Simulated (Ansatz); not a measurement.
# AlN (P6_3mc) in Ansatz: a series of runs, part 2 of 2

Ansatz 0.2.0. Earlier steps stand in the parts before.

### Step 5. Relaxation of cell and atoms, PBEsol

Contents of input.yaml:

```yaml
crystal:
  lattice:
    - [3.113, 0.0, 0.0]
    - [-1.5565, 2.695937082, 0.0]
    - [0.0, 0.0, 4.981]
  atoms:
    - { symbol: Al, position: [0.6666666667, 0.3333333333, 0.5] }
    - { symbol: Al, position: [0.3333333333, 0.6666666667, 0.0] }
    - { symbol: "N", position: [0.6666666667, 0.3333333333, 0.88] }
    - { symbol: "N", position: [0.3333333333, 0.6666666667, 0.38] }
hamiltonian:
  xc: pbesol
  pseudopotentials: { kind: paw }
kpoints:
  mp_grid: { grid: [7, 7, 5] }
scf:
  occupations: { method: fermi_dirac, width: 0.05 }
output:
  forces: true
  stress: true
  eigenvalues: true
  write_density: true
  write_potential: true
  elf: true
  volumetric_format: npy
relax:
  f_tol: 0.01
  max_steps: 40
  cell: { stress_tol: 0.05 }
```

Potentials or basis: Ansatz PAW.

Run with:

```bash
> ansatz run input.yaml --threads 2 --pin off --max-ram 5632MiB --backend cpu --events-out ev --progress --plain --runs-dir out
```

Log:

```text
Warning: RAYON_NUM_THREADS=2 ignored (pool sized by the plan → 2); use --threads N
Engine: ansatz 0.2.0, aarch64-unknown-linux-gnu
Pseudopotentials: kind: paw
Pseudopotential: Al, paw, valence charge 3, recommended cutoff 420 eV (normal), Al.paw.azcp
Pseudopotential: N, paw, valence charge 5, recommended cutoff 420 eV (normal), N.paw.azcp
Functional definition: PBEsol
  exchange = pbesol_x
  correlation = pbesol_c
Crystal: 4 atoms, lattice volume = 41.803 Å³
Basis set: ecut = 420 eV, 809 PW (Γ), exchange–correlation on 48×48×72 points (8 copies of the dense FFT grid, shifted against one another)
Bands: 12, of which v1, the nominal top of the filled ones, is band 8 counted from 1 (7 counted from 0)
Symmetry: 12 space group operations
Space group: P63mc (ITA 186), of the structure as read, at distance tolerance 3.5e-5 Å
k-points: 24 of 245 (time reversal used)
Non-local potential: Al, projectors of the file, l = 0: 2, l = 1: 2, l = 2: 1
Non-local potential: N, projectors of the file, l = 0: 2, l = 1: 2, l = 2: 1
PAW form: soft (Blöchl's): semilocal exchange-correlation on the pseudo side does not see the compensation charge
PAW frozen core: Al, regenerated for the run's functional, and the local potential with it (the file was generated under x = pbe(κ = 0.804, μ = 0.2195149727645171), c = pbe(β = 0.06672455060314922))
PAW frozen core: N, regenerated for the run's functional, and the local potential with it (the file was generated under x = pbe(κ = 0.804, μ = 0.2195149727645171), c = pbe(β = 0.06672455060314922))
PAW one-centre angular grid: Al, 110 points (default); XC on 64 Gauss nodes
PAW one-centre angular grid: N, 110 points (default); XC on 64 Gauss nodes
Initial density: superposition of atomic densities (neutral atoms: chi_scale 0, normalization atom), corrected by the library's trained network
Initial wavefunctions: pseudopotential atomic-orbital guess
Functional: x = pbesol(κ = 0.804, μ = 0.12345679012345678), c = pbesol(β = 0.046)
SCF iter   1: F=—  HF=-1811.928864 eV  |F-HF|=—  |Δ(HF+E_count)|=         —  Δρ=1.04e-2  dr2=4.78e-2  ethr=1.77e-3  ⟨swp⟩=5.6  Hψ=1898  notcnv=0
preconditioner: auto → none  [insulator: Δε(μ)=4.053 eV  Ē_g=12.951 eV  σ=0.050 eV  W_gap=1.00  n_scr=2 (ndim 8)  ℏωp=23.0 eV  f_vac=0.000  D(μ)=0.00/eV (n_scr^D=0)  ε∞_Penn≈4.1]
SCF iter   2: F=—  HF=-1811.915273 eV  |F-HF|=—  |Δ(HF+E_count)|=   1.36e-2  Δρ=1.32e-3  dr2=7.94e-4  ethr=2.99e-4  ⟨swp⟩=2.9  Hψ=710  notcnv=0
SCF iter   3: F=—  HF=-1811.915115 eV  |F-HF|=—  |Δ(HF+E_count)|=   1.58e-4  Δρ=4.80e-4  dr2=5.18e-5  ethr=4.96e-6  ⟨swp⟩=2.1  Hψ=450  notcnv=0
SCF iter   4: F=—  HF=-1811.914957 eV  |F-HF|=—  |Δ(HF+E_count)|=   1.57e-4  Δρ=2.00e-5  dr2=6.29e-8  ethr=6.25e-10  ⟨swp⟩=8.0  Hψ=2206  notcnv=0
iter 5 did not close the SCF: its close was put off for the readings that it lacked (scf_convergence_deferred on its scf_iter line)
SCF iter   5: F=-1811.914957 eV  HF=-1811.914957 eV  |F-HF|=2.90e-10  |Δ(HF+E_count)|=   3.48e-8  Δρ=1.37e-6  dr2=2.55e-10  ethr=3.93e-10  ⟨swp⟩=2.2  Hψ=462  notcnv=0
SCF iter   6: F=-1811.914957 eV  HF=-1811.914957 eV  |F-HF|=1.14e-12  |Δ(HF+E_count)|=  3.32e-10  Δρ=1.67e-7  dr2=5.22e-12  ethr=1.59e-12  ⟨swp⟩=3.7  Hψ=1286  notcnv=0
SCF 1 converged in 6 iterations: F = -1811.914957 eV  dr2 = 5.22e-12
relax step   1: F+E_penalty+E_count = -1811.91495721 eV  Δ(F+E_penalty+E_count) = +0.000e0 eV  max|allowed force component| = 1.307e-1 eV/Å  Δτ_max = 0.0000 Å  P = +0.244 GPa  Ω = 41.803 Å³  (6 SCF iters, accepted)
Crystal: 4 atoms, lattice volume = 41.826 Å³
Initial density: handed on by an earlier stage of this run
Initial wavefunctions: those handed on with the density
iter 1 solved again at ethr=2.19e-7 eV; its pass at ethr=3.10e-3 eV (dr2=3.50e-5 eV) is discarded
SCF iter   1: F=—  HF=-1811.915674 eV  |F-HF|=—  |Δ(HF+E_count)|=         —  Δρ=3.00e-4  dr2=3.80e-5  ethr=2.19e-7  ⟨swp⟩=1.8  Hψ=1784  notcnv=0
[... 43 lines left out ...]
SCF iter   2: F=—  HF=-1811.916287 eV  |F-HF|=—  |Δ(HF+E_count)|=   1.48e-4  Δρ=3.62e-6  dr2=1.27e-9  ethr=3.27e-11  ⟨swp⟩=3.1  Hψ=576  notcnv=0
SCF iter   3: F=—  HF=-1811.916287 eV  |F-HF|=—  |Δ(HF+E_count)|=   2.21e-9  Δρ=2.12e-6  dr2=3.26e-10  ethr=7.94e-12  ⟨swp⟩=1.0  Hψ=288  notcnv=0
iter 4 did not close the SCF: its close was put off for the readings that it lacked (scf_convergence_deferred on its scf_iter line)
SCF iter   4: F=-1811.916287 eV  HF=-1811.916287 eV  |F-HF|=1.36e-12  |Δ(HF+E_count)|=   1.33e-9  Δρ=1.74e-7  dr2=5.30e-12  ethr=2.04e-12  ⟨swp⟩=2.0  Hψ=480  notcnv=0
iter 5 did not close the SCF: its close was put off for the readings that it lacked (scf_convergence_deferred on its scf_iter line)
SCF iter   5: F=-1811.916287 eV  HF=-1811.916287 eV  |F-HF|=2.27e-13  |Δ(HF+E_count)|=  9.09e-13  Δρ=6.81e-8  dr2=8.64e-13  ethr=1.00e-12  ⟨swp⟩=1.0  Hψ=288  notcnv=0
iter 6 did not close the SCF: its close was put off for the readings that it lacked (scf_convergence_deferred on its scf_iter line)
SCF iter   6: F=-1811.916287 eV  HF=-1811.916287 eV  |F-HF|=6.82e-13  |Δ(HF+E_count)|=  6.82e-13  Δρ=1.67e-8  dr2=3.97e-14  ethr=1.00e-12  ⟨swp⟩=1.0  Hψ=288  notcnv=0
iter 7 did not close the SCF: its close was put off for the readings that it lacked (scf_convergence_deferred on its scf_iter line)
SCF iter   7: F=-1811.916287 eV  HF=-1811.916287 eV  |F-HF|=4.55e-13  |Δ(HF+E_count)|=  4.55e-13  Δρ=6.71e-9  dr2=7.34e-15  ethr=1.00e-12  ⟨swp⟩=1.0  Hψ=288  notcnv=0
SCF iter   8: F=-1811.916287 eV  HF=-1811.916287 eV  |F-HF|=2.27e-13  |Δ(HF+E_count)|=  2.27e-13  Δρ=2.65e-9  dr2=1.00e-15  ethr=1.00e-12  ⟨swp⟩=2.0  Hψ=814  notcnv=0
SCF 5 converged in 8 iterations: F = -1811.916287 eV  dr2 = 1.00e-15
relax step   5: F+E_penalty+E_count = -1811.91628731 eV  Δ(F+E_penalty+E_count) = -1.166e-4 eV  max|allowed force component| = 6.145e-6 eV/Å  Δτ_max = 0.0000 Å  P = +0.007 GPa  Ω = 41.844 Å³  stress off target by 8.68e-3 GPa  SCF on the basis re-selected at this cell (its energy is not comparable with the rows above)  (8 SCF iters)
basis re-selected at this cell: Δ(F+E_penalty+E_count) = -1.166e-4 eV, ΔP = +0.006 GPa vs the last step (what re-selecting the basis moved, of the pressure what is left beyond the Pulay correction that the steps carried, after the strain that the cell walked since its last selection, with what the two solves' SCF thresholds leave and, on support functions, any second-order correction that the steps lacked; it is no measure of the basis error at this ecutwfc). This SCF's stress stands 8.68e-3 GPa from its target on what of the cell is left free (relax.cell.stress_tol is 5.00e-2 GPa) and its largest allowed force component is 6.14e-6 eV/Å (relax.f_tol is 1.00e-2 eV/Å): within both
SCF converged after 8 iterations
Free energy (F): -1811.916287 eV
Harris-Foulkes:  -1811.916287 eV  (|F-HF|=2.27e-13)
Internal energy: -1811.916287 eV  (E = F + TS)
E sigma→0 (E₀):  -1811.916287 eV
Fermi energy:    9.100509 eV
--- Per-component energies (eV) ---
  E_band       = 28.531776
  E_kinetic    = 317.505533
  E_local      = -446.169658  (includes V_loc(G=0)·N_el)
  E_nonlocal   = 111.267355
  E_hartree    = 153.723690
  E_xc         = -201.380377
  E_vxc        = -214.928727  (∫ρ·V_xc dr)
  E_paw        = -1155.479993  (= ΣΔE_a)
  E_vpaw       = -46.590296  (= ΣTr[D̂ρ^β])
  E_aug_tail   = 0.000188  (compensation charges beyond the density's cutoff)
  E_ewald      = -591.477502
  E_core_change = 0.094476  (= ΣΔE_core)
  E_smearing   = -0.000000  (= −TS)
  E_closure    = 0.000000  (closes the sum)
  Σ components = -1811.916287   (vs F -1811.916287, Δ=0.00e0)
--- Forces (eV/Å), atoms counted from 1 ---
  atom   1  Al     0.00000000     0.00000000     0.00000577
  atom   2  Al    -0.00000000    -0.00000000     0.00000577
  atom   3  N      0.00000000    -0.00000000    -0.00000652
  atom   4  N      0.00000000     0.00000000    -0.00000652
  max |Σ_I F_I| component: 1.49e-6 eV/Å
--- Stress (GPa, compression-positive) ---
        0.005608       0.000000      -0.000000
        0.000000       0.005608       0.000000
       -0.000000       0.000000       0.008678
  P = ⅓ Tr σ = 0.0066 GPa (0.066 kbar)
--- Band table (eV; the first three rows and the last of 24) ---
  k-point 0: bands = ["-8.1117", "-5.9361", "0.9967", "6.1630", "6.1630", "6.8175", "6.8175", "7.0419", "11.1365", "13.5812", "17.5276", "18.0553"]
  k-point 1: bands = ["-7.9578", "-6.2326", "1.5284", "6.2009", "6.2223", "6.2223", "6.7514", "6.7514", "11.8158", "13.6714", "17.2885", "18.0196"]
  k-point 2: bands = ["-7.5191", "-6.8788", "2.8577", "4.5500", "6.3803", "6.3803", "6.5824", "6.5824", "12.9552", "13.6513", "17.0572", "17.6661"]
  k-point 23: bands = ["-5.6891", "-5.5347", "2.0626", "2.1012", "3.2788", "3.8348", "5.8822", "6.2410", "13.5155", "14.1006", "15.3906", "15.5083"]
--- Relaxed structure (4 steps of the walk, 4 accepted, 1 SCFs on fresh bases) ---
  F+E_penalty+E_count = -1811.91628731 eV   max|allowed force component| = 6.145e-6 eV/Å   (the final SCF, on the basis selected at the relaxed cell)
  cell:  # Å, volume = 41.8436 Å³
    - [3.113786745212244, -2.911542123138664e-20, -4.08841426931485e-33]
    - [-1.556893372606122, 2.6966184233210666, 2.094075734916882e-33]
    - [-6.541725498035768e-33, 9.21369788455742e-35, 4.983342548129058]
  atoms:
    - { symbol: Al, position: [0.6666666666666665, 0.3333333333333333, 0.49900097561075263] }
    - { symbol: Al, position: [0.3333333333333333, 0.6666666666666666, -0.000999024389247445] }
    - { symbol: N, position: [0.6666666666666665, 0.3333333333333333, 0.8809990243892478] }
    - { symbol: N, position: [0.3333333333333333, 0.6666666666666666, 0.3809990243892475] }
```

rho_z.tsv:

```text
# z_ang	rho[e/angstrom^3]
# format = ansatz-planar-average/11
# lattice	3.113786745	-0.000000000	-0.000000000
# lattice	-1.556893373	2.696618423	0.000000000
# lattice	-0.000000000	0.000000000	4.983342548
# sites	4
# site	13	1.556893373	0.898872808	2.486692793
# site	13	-0.000000000	1.797745616	-0.004978481
# site	7	1.556893373	0.898872808	4.390319923
# site	7	-0.000000000	1.797745616	1.898648649
0.000000	3.637946e-1
0.138426	2.696359e-1
0.276852	2.036678e-1
0.415279	1.635051e-1
0.553705	1.454523e-1
0.692131	1.447932e-1
[... 28 lines left out ...]
4.706490	6.069445e-1
4.844916	4.836677e-1
```

Run time: 5.3 s. Hardware: 2 threads of Arm Neoverse V1, shared host; peak memory 0.3 GiB.

What came out:

```yaml
Free_energy: -1811.9163 eV
Relaxed_volume: 10.46 Å³/atom
Relaxed_cell: a = 3.114 Å, b = 3.114 Å, c = 4.983 Å, α = 90.00°, β = 90.00°, γ = 120.00°
Space_group_after_relaxing_to_0.05_Å: P6_3mc (No. 186)
Energy_gained_by_relaxing: 0.3 meV/atom
Ionic_steps: 5
Pressure_after_relaxing: 0.0 GPa
Band_gap_on_the_k_mesh: 4.09 eV, direct
```

Step by step:
| step | energy change (eV) | largest force (eV/Å) | volume (Å³) |
| --- | --- | --- | --- |
| 1 | 0.0000 | 0.1307 | 41.80 |
| 2 | -0.0005 | 0.0957 | 41.83 |
| 3 | -0.0013 | 0.0004 | 41.82 |
| 4 | -0.0012 | 0.0000 | 41.84 |
| 5 | -0.0013 | 0.0000 | 41.84 |

Final structure:
```
Al N
1.0
     3.11379    0.00000    0.00000
    -1.55689    2.69662    0.00000
     0.00000    0.00000    4.98334
Al N
2 2
Direct
  0.66667 0.33333 0.49900
  0.33333 0.66667 0.99900
  0.66667 0.33333 0.88100
  0.33333 0.66667 0.38100
```

Caveat: odd divisions of the mesh miss points on the zone boundary, where band edges often lie, so the gap on the mesh can be too wide; the plane-wave basis is chosen anew once the cell has moved, so the energies of steps on either side of that aren't comparable; the pressure holds a Pulay correction of +0.5 GPa for the finite cutoff; the PAW data sets come from PBE, with cores solved anew for the run's functional, which leaves a small shift of forces and pressure. As with any semilocal functional, this PBEsol gap is likely too small.

### Step 6. Relaxation of cell and atoms, RPBE

Changes to input.yaml since step 5:

```diff
@@ -11,3 +11,3 @@
 hamiltonian:
-  xc: pbesol
+  xc: rpbe
   pseudopotentials: { kind: paw }
@@ -21,6 +21,2 @@
   eigenvalues: true
-  write_density: true
-  write_potential: true
-  elf: true
-  volumetric_format: npy
 relax:
```

Potentials or basis: Ansatz PAW.

Run with:

```bash
> ansatz run input.yaml --threads 2 --pin off --max-ram 5632MiB --backend cpu --events-out ev --progress --plain --runs-dir out
```

It took 8.1 s on 2 threads of Arm Neoverse V1, shared host; peak memory 0.3 GiB.

Results (log left out):

- Free energy: -1857.2570 eV
- Relaxed volume: 10.84 Å³/atom
- Relaxed cell: a = 3.149 Å, b = 3.149 Å, c = 5.049 Å, α = 90.00°, β = 90.00°, γ = 120.00°
- Space group after relaxing (to 0.05 Å): P6_3mc (No. 186)
- Energy gained by relaxing: 9.0 meV/atom
- Ionic steps: 8
- Pressure after relaxing: 0.0 GPa
- Band gap on the k mesh: 3.91 eV, direct

The path:
```
step  energy change (eV)  largest force (eV/Å)  volume (Å³)
   1              0.0000                0.1380        41.80
   2             -0.0243                0.0938        42.57
   3             -0.0311                0.0333        43.29
   4             -0.0311                0.0058        43.31
   5             -0.0311                0.0004        43.32
   6             -0.0361                0.0004        43.32
   7             -0.0360                0.0007        43.36
   8             -0.0362                0.0007        43.36
```

Final structure:
```
Al N
1.0
     3.14911    0.00000    0.00000
    -1.57455    2.72721    0.00000
     0.00000    0.00000    5.04929
Al N
2 2
Direct
  0.66667 0.33333 0.49924
  0.33333 0.66667 0.99924
  0.66667 0.33333 0.88076
  0.33333 0.66667 0.38076
```

Levels at points of the mesh, in eV from the valence-band top:
```csv
k point,band 5,band 6,band 7,band 8,band 9,band 10,band 11,band 12
"(0.00, 0.00, 0.00)",-0.83,-0.20,-0.20,0.00,3.91,6.45,10.39,11.00
```

Caveat: odd divisions of the mesh miss points on the zone boundary, where band edges often lie, so the gap on the mesh can be too wide; the plane-wave basis is chosen anew once the cell has moved, so the energies of steps on either side of that aren't comparable; the pressure holds a Pulay correction of +0.4 GPa for the finite cutoff; the PAW data sets come from PBE, with cores solved anew for the run's functional, which leaves a small shift of forces and pressure.

### Step 7. Summary

```tsv
task	level	cell	gap on the mesh (eV)	pressure (GPa)	relaxed volume (Å³/atom)
single point	PBE	as given	4.21	3.7	-
relaxation of cell and atoms	LDA	relaxed	4.42	0.0	10.21
relaxation of cell and atoms	PBE	relaxed	4.03	0.0	10.65
relaxation of cell and atoms	PBEsol	relaxed	4.09	0.0	10.46
relaxation of cell and atoms	RPBE	relaxed	3.91	0.0	10.84
```

Alike in all rows: potentials or basis Ansatz PAW; no spin polarisation; k mesh 7 × 7 × 5; cutoff (eV) 420; smearing fermi-dirac 0.05 eV.

Caveats: odd divisions of the mesh miss points on the zone boundary, where band edges often lie, so the gap on the mesh can be too wide; the plane-wave basis is chosen anew once the cell has moved, so the energies of steps on either side of that aren't comparable (some runs); the PAW data sets come from PBE, with cores solved anew for the run's functional, which leaves a small shift of forces and pressure (some runs).

Total energies depend on the potentials used, so only differences within one code and one set of settings carry meaning.

### Step 8. How close it comes

Step 2. Measured gap of AlN: 6.034 eV (an exciton energy, a little under the gap; 10 K; quoted in “Self-assembly of well-separated AlN nanowires directly on sputtered metallic TiN films”, 2019, arxiv:1910.07391). This calculation gives 4.21 eV (-1.82 eV). 2 values of this kind are on record (6.034 to 6.0343 eV); this one was drawn at random. The value is that of PBE, without temperature or zero-point motion. Semilocal functionals fall short of measured gaps as a rule.
